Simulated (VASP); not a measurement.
# Mg₂₇O₂₆: charge states: vacancy of O

Mg₂₇O₂₆, defect, 53 atoms in the cell. PBE, charged point defect in a supercell; PAW potentials Mg, O (PBE set).

Defect: vacancy of O; Charges run (e): (2 1 0); Atoms relaxed: yes.

## Input

INCAR.step1:
```
PREC = Accurate ; ENCUT = 600
EDIFF = 1E-7 ; ISMEAR = 0
SIGMA = 0.05 ; ALGO = Normal
LREAL = F ; LASPH = T
NELM = 100 ; LWAVE = F
LCHARG = F ; IBRION = 2
NSW = 30 ; ISIF = 3
EDIFFG = -0.005 ; KPAR = 4
```

INCAR.step2:
```
PREC = Accurate ; ENCUT = 560
EDIFF = 1E-8 ; ISMEAR = 0
SIGMA = 0.05 ; ALGO = Normal
LREAL = F ; LASPH = T
NELM = 100 ; LWAVE = F
LCHARG = F ; LEPSILON = T
IBRION = 8 ; KPAR = 4
```

INCAR.step3:
```
PREC = Accurate ; ENCUT = 300
EDIFF = 1E-6 ; ISMEAR = 1
SIGMA = 0.15 ; ALGO = Normal
LREAL = F ; LASPH = T
NELM = 100 ; LWAVE = F
LCHARG = F ; IBRION = 2
NSW = 25 ; ISIF = 3
EDIFFG = -0.01 ; KPAR = 4
```

INCAR.step4, as INCAR.step3 but for:
```
- ENCUT = 300
- IBRION = 2
- NSW = 25
- ISIF = 3
- EDIFFG = -0.01
+ ENCUT = 500
```

INCAR.step5:
```
PREC = Accurate ; ENCUT = 500
EDIFF = 1E-6 ; ISMEAR = 0
SIGMA = 0.02 ; ALGO = Normal
LREAL = F ; LASPH = T
NELM = 100 ; LWAVE = F
LCHARG = F ; IBRION = 2
NSW = 20 ; EDIFFG = -0.02
ISPIN = 2 ; NUPDOWN = 2
MAGMOM = 1 1
```

INCAR.step6:
```
PREC = Accurate ; ENCUT = 500
EDIFF = 1E-6 ; ISMEAR = 0
SIGMA = 0.05 ; ALGO = Normal
LREAL = Auto ; LASPH = T
NELM = 100 ; LWAVE = F
LCHARG = F ; ISYM = 2
KPAR = 2 ; NCORE = 2
```

INCAR.step7, as INCAR.step6 but for:
```
- EDIFF = 1E-6
- ISYM = 2
+ EDIFF = 1E-5
+ ISYM = 0
+ IBRION = 2
+ NSW = 60
+ EDIFFG = -0.03
+ POTIM = 0.4
```

INCAR.step8, as INCAR.step7 but for:
```
+ NELECT = 208.0
```

INCAR.step9, as INCAR.step8 but for:
```
- NELECT = 208.0
+ ISPIN = 2
+ NUPDOWN = 1
+ NELECT = 209.0
```

KPOINTS.step1:
```
k-points
0
Gamma
  9 9 9
```

KPOINTS.step2:
```
k-points
0
Gamma
  10 10 10
```

KPOINTS.step3:
```
k-points
0
Gamma
  12 12 7
```

KPOINTS.step5:
```
k-points
0
Gamma
  1 1 1
```

KPOINTS.step6:
```
k-points
0
Gamma
  2 2 2
```

POSCAR.step1:
```
MgO
1.0
    0.0000000000      2.0970013900      2.0970013900
    2.0970013900      0.0000000000      2.0970013900
    2.0970013900      2.0970013900      0.0000000000
Mg O
1 1
Direct
    0.0000000000      0.0000000000      0.0000000000
    0.5000000000      0.5000000000      0.5000000000
```

POSCAR.step2:
```
MgO
1.0
    0.0000000000      2.1225063243      2.1225063243
    2.1225063243      0.0000000000      2.1225063243
    2.1225063243      2.1225063243      0.0000000000
Mg O
1 1
Direct
    0.0000000000      0.0000000000      0.0000000000
    0.5000000000      0.5000000000      0.5000000000
```

POSCAR.step3:
```
Mg
1.0
    3.2093000000      0.0000000000      0.0000000000
   -1.6046500000      2.7793353300      0.0000000000
    0.0000000000      0.0000000000      5.2103000000
Mg
2
Direct
    0.6666666700      0.3333333300      0.7500000000
    0.3333333300      0.6666666700      0.2500000000
```

POSCAR.step4:
```
Mg
1.0
    3.2082958615      0.0000000000      0.0000000000
   -1.6041479308      2.7784657206      0.0000000000
    0.0000000000      0.0000000000      5.1236394800
Mg
2
Direct
    0.6666666700      0.3333333300      0.7500000000
    0.3333333300      0.6666666700      0.2500000000
```

POSCAR.step5:
```
O
1.0
    9.0000000000      0.0000000000      0.0000000000
    0.0000000000      9.5000000000      0.0000000000
    0.0000000000      0.0000000000     10.0000000000
O
2
Direct
    0.5000000000      0.5000000000      0.4385000000
    0.5000000000      0.5000000000      0.5615000000
```

POSCAR.step6:
```
MgO
1.0
    0.0000000000      6.3675189728      6.3675189728
    6.3675189728      0.0000000000      6.3675189728
    6.3675189728      6.3675189728      0.0000000000
Mg O
27 27
Direct
    0.0000000000      0.0000000000      0.0000000000
    0.0000000000      0.0000000000      0.3333333330
    0.0000000000      0.0000000000      0.6666666670
    0.0000000000      0.3333333330      0.0000000000
    0.0000000000      0.3333333330      0.3333333330
    0.0000000000      0.3333333330      0.6666666670
    0.0000000000      0.6666666670      0.0000000000
    0.0000000000      0.6666666670      0.3333333330
    0.0000000000      0.6666666670      0.6666666670
    0.3333333330      0.0000000000      0.0000000000
    0.3333333330      0.0000000000      0.3333333330
    0.3333333330      0.0000000000      0.6666666670
    0.3333333330      0.3333333330      0.0000000000
    0.3333333330      0.3333333330      0.3333333330
    0.3333333330      0.3333333330      0.6666666670
    0.3333333330      0.6666666670      0.0000000000
    0.3333333330      0.6666666670      0.3333333330
    0.3333333330      0.6666666670      0.6666666670
    0.6666666670      0.0000000000      0.0000000000
    0.6666666670      0.0000000000      0.3333333330
    0.6666666670      0.0000000000      0.6666666670
    0.6666666670      0.3333333330      0.0000000000
    0.6666666670      0.3333333330      0.3333333330
    0.6666666670      0.3333333330      0.6666666670
    0.6666666670      0.6666666670      0.0000000000
    0.6666666670      0.6666666670      0.3333333330
    0.6666666670      0.6666666670      0.6666666670
    0.1666666670      0.1666666670      0.1666666670
    0.1666666670      0.1666666670      0.5000000000
    0.1666666670      0.1666666670      0.8333333330
    0.1666666670      0.5000000000      0.1666666670
    0.1666666670      0.5000000000      0.5000000000
    0.1666666670      0.5000000000      0.8333333330
    0.1666666670      0.8333333330      0.1666666670
    0.1666666670      0.8333333330      0.5000000000
    0.1666666670      0.8333333330      0.8333333330
    0.5000000000      0.1666666670      0.1666666670
    0.5000000000      0.1666666670      0.5000000000
    0.5000000000      0.1666666670      0.8333333330
    0.5000000000      0.5000000000      0.1666666670
    0.5000000000      0.5000000000      0.5000000000
    0.5000000000      0.5000000000      0.8333333330
    0.5000000000      0.8333333330      0.1666666670
    0.5000000000      0.8333333330      0.5000000000
    0.5000000000      0.8333333330      0.8333333330
    0.8333333330      0.1666666670      0.1666666670
    0.8333333330      0.1666666670      0.5000000000
    0.8333333330      0.1666666670      0.8333333330
    0.8333333330      0.5000000000      0.1666666670
    0.8333333330      0.5000000000      0.5000000000
    0.8333333330      0.5000000000      0.8333333330
    0.8333333330      0.8333333330      0.1666666670
    0.8333333330      0.8333333330      0.5000000000
    0.8333333330      0.8333333330      0.8333333330
```

POSCAR.step7:
```
Mg27O26
1.0
    0.0000000000      6.3675189728      6.3675189728
    6.3675189728      0.0000000000      6.3675189728
    6.3675189728      6.3675189728      0.0000000000
Mg O
27 26
Direct
    0.0000000000      0.0000000000      0.0000000000
    0.0012014100      0.0028189940      0.3312995740
    0.0000000000      0.0000000000      0.6666666670
    0.9991283890      0.3364821260      0.9975108040
    0.9966706030      0.3322497090      0.3426148130
    0.0000000000      0.3333333330      0.6666666670
    0.0000000000      0.6666666670      0.0000000000
    0.0000000000      0.6666666670      0.3333333330
    0.0000000000      0.6666666670      0.6666666670
    0.3354848780      0.9981154360      0.9939379840
    0.3360345420      0.9894778480      0.3292501100
    0.3333333330      0.0000000000      0.6666666670
    0.3329250110      0.3317471580      0.9969846970
    0.3333333330      0.3333333330      0.3333333330
    0.3333333330      0.3333333330      0.6666666670
    0.3333333330      0.6666666670      0.0000000000
    0.3333333330      0.6666666670      0.3333333330
    0.3333333330      0.6666666670      0.6666666670
    0.6666666670      0.0000000000      0.0000000000
    0.6666666670      0.0000000000      0.3333333330
    0.6666666670      0.0000000000      0.6666666670
    0.6666666670      0.3333333330      0.0000000000
    0.6666666670      0.3333333330      0.3333333330
    0.6666666670      0.3333333330      0.6666666670
    0.6666666670      0.6666666670      0.0000000000
    0.6666666670      0.6666666670      0.3333333330
    0.6666666670      0.6666666670      0.6666666670
    0.1682449890      0.1642874040      0.5049705390
    0.1613898860      0.1741578100      0.8344326630
    0.1617982080      0.5002041610      0.1721319040
    0.1666666670      0.5000000000      0.5000000000
    0.1688182110      0.4992304700      0.8283078280
    0.1686768690      0.8303180300      0.1633372690
    0.1667608950      0.8354691730      0.5012563760
    0.1666666670      0.8333333330      0.8333333330
    0.5041146320      0.1674833110      0.1617353900
    0.5000000000      0.1666666670      0.5000000000
    0.4961130860      0.1800706310      0.8293050770
    0.5000000000      0.5000000000      0.1666666670
    0.5000000000      0.5000000000      0.5000000000
    0.5000000000      0.5000000000      0.8333333330
    0.4990655700      0.8359324620      0.1725166690
    0.5000000000      0.8333333330      0.5000000000
    0.5000000000      0.8333333330      0.8333333330
    0.8450568950      0.1672555930      0.1640989480
    0.8329250110      0.1693207620      0.5086689970
    0.8333333330      0.1666666670      0.8333333330
    0.8391754830      0.4982881870      0.1607931070
    0.8333333330      0.5000000000      0.5000000000
    0.8333333330      0.5000000000      0.8333333330
    0.8333333330      0.8333333330      0.1666666670
    0.8333333330      0.8333333330      0.5000000000
    0.8333333330      0.8333333330      0.8333333330
```

POSCAR.step8:
```
Mg27O26
1.0
    0.0000000000      6.3675189728      6.3675189728
    6.3675189728      0.0000000000      6.3675189728
    6.3675189728      6.3675189728      0.0000000000
Mg O
27 26
Direct
    0.0003590730      0.0002376600      0.0000105010
    0.9996879890      0.9994069570      0.3339625600
    0.0002343430      0.0003661480      0.6665894100
    0.9994210300      0.3345307890      0.9989228310
    0.9992522900      0.3345095890      0.3344294090
    0.0000951990      0.3337306670      0.6667052040
    0.0001946730      0.6667164510      0.0000641080
    0.0002514040      0.6668245380      0.3333878610
    0.0001153350      0.6671066430      0.6664348580
    0.3346269850      0.9993141990      0.9986874980
    0.3346210270      0.9991388890      0.3341783470
    0.3336766480      0.0001298770      0.6664549690
    0.3343504080      0.3343175060      0.9990238430
    0.3336592590      0.3333144280      0.3332312560
    0.3334845510      0.3336417760      0.6665609170
    0.3336040130      0.6667424450      0.9997120250
    0.3336810660      0.6670159250      0.3328712010
    0.3334427900      0.6669112840      0.6664711740
    0.6667630840      0.0002234840      0.0000374710
    0.6671501230      0.0001241510      0.3331936380
    0.6669801540      0.0003659690      0.6663491810
    0.6668177130      0.3336280180      0.9999112500
    0.6672631930      0.3335484380      0.3331281150
    0.6667601440      0.3337354230      0.6668258120
    0.6670196760      0.6669132730      0.9995228490
    0.6667975770      0.6670180270      0.3333649710
    0.6667756450      0.6670539430      0.6664919280
    0.1667577670      0.1668041880      0.5008128470
    0.1669861080      0.1669014990      0.8323481290
    0.1668383090      0.5008723210      0.1667261010
    0.1668266820      0.5002702550      0.4997664290
    0.1667875400      0.5009598780      0.8324624220
    0.1670252040      0.8328342080      0.1663781050
    0.1670639270      0.8329047330      0.5004722690
    0.1669643550      0.8334692240      0.8332469280
    0.5009316610      0.1666522530      0.1666211070
    0.5004201380      0.1668413090      0.4997691460
    0.5009724980      0.1669496390      0.8324099580
    0.5003438840      0.5002261180      0.1662854300
    0.5002839270      0.5002260590      0.4999385920
    0.5001982420      0.5002328520      0.8332136140
    0.5009711750      0.8328451640      0.1663375210
    0.5003968030      0.8334289600      0.4999137030
    0.5003557090      0.8333888200      0.8328657990
    0.8330317620      0.1669726540      0.1663947430
    0.8329556730      0.1670044390      0.5007169890
    0.8334101650      0.1671126570      0.8333468850
    0.8327821680      0.5010375580      0.1667591200
    0.8333761220      0.5004202950      0.5002657230
    0.8334644230      0.5005167540      0.8331609270
    0.8336393580      0.8333919570      0.1667174530
    0.8335106520      0.8336839020      0.4998704350
    0.8335382520      0.8337284020      0.8331625190
```

Commands (each step's output is kept before the next begins):
```
cat potpaw_PBE.64/Mg/POTCAR potpaw_PBE.64/O/POTCAR > POTCAR
cp INCAR.step1 INCAR
cp KPOINTS.step1 KPOINTS
cp POSCAR.step1 POSCAR
mpirun -np 4 vasp_std > vasp.out
rm WAVECAR CHG
cp INCAR.step2 INCAR
cp KPOINTS.step2 KPOINTS
cp POSCAR.step2 POSCAR
mpirun -np 4 vasp_std > vasp.out
cat potpaw_PBE.64/Mg/POTCAR > POTCAR
rm WAVECAR CHG
cp INCAR.step3 INCAR
cp KPOINTS.step3 KPOINTS
cp POSCAR.step3 POSCAR
mpirun -np 4 vasp_std > vasp.out
rm WAVECAR CHG
cp INCAR.step4 INCAR
cp POSCAR.step4 POSCAR
mpirun -np 4 vasp_std > vasp.out
cat potpaw_PBE.64/O/POTCAR > POTCAR
rm WAVECAR CHG
cp INCAR.step5 INCAR
cp KPOINTS.step5 KPOINTS
cp POSCAR.step5 POSCAR
mpirun -np 4 vasp_gam > vasp.out
cat potpaw_PBE.64/Mg/POTCAR potpaw_PBE.64/O/POTCAR > POTCAR
rm WAVECAR CHG
cp INCAR.step6 INCAR
cp KPOINTS.step6 KPOINTS
cp POSCAR.step6 POSCAR
mpirun -np 4 vasp_std > vasp.out
rm WAVECAR CHG
cp INCAR.step7 INCAR
cp POSCAR.step7 POSCAR
mpirun -np 4 vasp_std > vasp.out
rm WAVECAR CHG
cp INCAR.step8 INCAR
cp POSCAR.step8 POSCAR
mpirun -np 4 vasp_std > vasp.out
rm WAVECAR CHG
cp INCAR.step9 INCAR
mpirun -np 4 vasp_std > vasp.out
```

## Result

- Host's gap (eV): 4.50
- Host's energy of formation (eV/atom): -2.732

Formation energy at the valence top, Mg-rich:

| Charge | Uncorrected (eV) | Point-charge term (eV) | Alignment term (eV) | Corrected (eV) | Carrier in a band |
|---|---|---|---|---|---|
| 0 | 1.25 | 0.00 | 0.00 | 1.25 | none |
| +2 | -3.44 | 0.97 | -0.26 | -2.73 | none |
| +1 | -1.43 | 0.24 | -0.12 | -1.31 | none |

Transition levels (eV over the valence top):

| From | To | Level | Uncorrected |
|---|---|---|---|
| +2 | +1 | 1.42 | 2.01 |
| +1 | 0 | 2.56 | 2.68 |

Supercell on the primitive cell's vectors: (3 0 0), (0 3 0), (0 0 3).

Limits: PBE's gap of the host is below the measured one, so levels near the band edges can shift or sink into the bands; PBE overbinds the O2 molecule, so the value at the oxygen-rich limit, which is counted against O2, is off by some tenths of an eV an oxygen atom; charges with an even number of electrons were run without spin, so a state with unpaired spins would lie lower than given.

VASP 6.6.1 took 3210 s on 4 cores (Intel Xeon 6975P-C (Granite Rapids)), a shared host.
